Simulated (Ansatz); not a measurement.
The reference is NaBr in the rock salt structure (space group Fm-3m, No. 225; a = 5.948 Å). Axes: x, y, z lie along the cube axes.

Computed with Ansatz (a first-principles code) r2SCAN, no spin-orbit coupling.

A first run, uniaxial strain ε_xx = +1.05 %, gives secant values C11 ≈ 44 GPa and C12 ≈ 9.6 GPa from its stress. A second run applies biaxial strain +2.76 %, plane normal [001], relaxed out of plane.

Task: What does linear elasticity predict for −ε⊥/ε∥ in the second run, and what does the run give?

Result: Linear elasticity: 2 C12/C11 = 0.44. The run gives 0.39; any difference comes from nonlinear terms at these strains and numerical noise.

Whether these cells are dynamically stable was not tested.
